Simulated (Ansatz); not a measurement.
TiO$_{2}$ (I4_1/amd) at 3 levels of theory

One geometry, relaxed with PBE; plane waves with PAW potentials in Ansatz, scalar-relativistic. No spin polarisation. +U rows take U_eff Ti 4.00 eV on the d shells. Gaps are the least over mesh and band path; pressure is positive in compression.

```xyz
6
Lattice="-1.8998 1.8998 4.8479 1.8998 -1.8998 4.8479 1.8998 1.8998 -4.8479" Properties=species:S:1:pos:R:3 pbc="T T T"
Ti    0.0000    0.0000    0.0000
Ti    0.0000    1.8998    2.4240
O     0.0000    0.0000    2.0023
O     0.0000    1.8998    4.4262
O     0.0000    1.8998    0.4217
O     0.0000    0.0000    7.6936
```

```tsv
level	cutoff (eV)	k mesh	gap (eV)	pressure (GPa)
PBE	420	10×10×10	2.12	0.0
r2SCAN	500	10×10×10	2.50	-4.7
PBE+U	420	10×10×10	2.62	3.2
```

It was relaxed from a cell as deposited in COD.
